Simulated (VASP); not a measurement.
Write the native input for VASP 6.6.1 that does the following.

* Task: single point
* Functional: PBE
* Potentials or basis: VASP PAW PBE potentials, release 64 (Mg, S)
* Cutoff: 520 eV
* k mesh: 8 × 8 × 8
* Occupations: fermi-dirac, width 0.02 eV
* Spin: no spin polarisation
* Dipole correction: no
* Further INCAR settings: ALGO = Fast; EDIFF = 1e-06; NBANDS = 11

The structure of MgS lies in POSCAR:

```
MgS
1.0
    3.2740189688      0.0000000000      0.0000000000
    0.0000000000      3.2740189688      0.0000000000
    0.0000000000      0.0000000000      3.2740189688
Mg S
1 1
Direct
    0.0000000000      0.0000000000      0.0000000000
    0.5000000000      0.5000000000      0.5000000000
```

The cell was built by a generator and needn't be a form met in nature.

The input as run:

INCAR

```
  ALGO = Fast
  EDIFF = 1E-6
  ENCUT = 520
  GGA = PE
  ISIF = 2
  ISMEAR = -1
  LASPH = T
  LCHARG = F
  LREAL = F
  LWAVE = F
  NBANDS = 11
  NELM = 60
  PREC = Accurate
  SIGMA = 0.02
```

KPOINTS

```
k-points
0
Gamma
  8 8 8
```

Potentials or basis: VASP PAW PBE potentials, release 64 (Mg, S).

Launch:

```console
$ cat potpaw_PBE.64/Mg/POTCAR potpaw_PBE.64/S/POTCAR > POTCAR
$ mpirun -np 1 vasp_std > vasp.out
```

It gave:

The pressure is -0.2 GPa and the band gap on the k mesh is none (metal or under the smearing width).

It used 6.2 s of CPU time on 1 thread of Intel(R) Xeon(R) Platinum 8488C (Sapphire Rapids) (shared host), which was overloaded at the time.
